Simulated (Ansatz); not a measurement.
## Au under changes of volume

One of the cells (17.651 Å³/atom); the others are scaled copies at fixed shape and fractional positions:

```
Au
1.0
     1.41131   -2.55593    0.00000
     1.41131    2.55593    0.00000
     0.00000    0.00000    4.89317
Au
2
Cartesian
  1.4113 0.8451 1.2233
  1.4113 -0.8451 3.6699
```

This isn't the form of Au at room conditions, which is fcc.

| Quantity | Value |
| --- | --- |
| Program | Ansatz 0.2.0 |
| Functional | PBEsol |
| Potentials or basis | all-electron LAPW, scalar-relativistic |
| Cutoff | 280 eV (chosen from the basis error) |
| Basis error allowed | 0.0005 eV/atom |
| k mesh | 11 × 11 × 6 |
| Occupations | fermi-dirac, width 0.05 eV |
| Spin | no spin polarisation |

```tsv
volume (Å³/atom)	energy over the lowest point (meV/atom)	pressure (GPa)	largest force (eV/Å)
16.592	?	?	?
16.945	0.00	1.2	0.035
17.298	1.21	-2.2	0.028
17.651	9.57	-5.3	0.021
18.004	24.13	-7.9	0.014
18.357	44.07	-10.2	0.006
18.710	68.64	-12.1	0.000
```

Question: What does the run at 16.592 Å³/atom give?

Answer: Energy over the lowest point 7.03 meV/atom; pressure 5.3 GPa; largest force 0.043 eV/Å.

Worked out: A Birch-Murnaghan fit of order 3 (a polynomial in V^(-2/3)) to the other rows has its minimum at 17.06 Å³/atom with B0 = V·E''(V) = 172 GPa and B' = 5.8 at fixed shape and positions, which overstates the stiffness. It gives 7.03 meV/atom at 16.592 Å³/atom, against the run's 7.03, and -dE/dV = 5.2 GPa, against 5.3.

Energies are extrapolated to zero smearing.
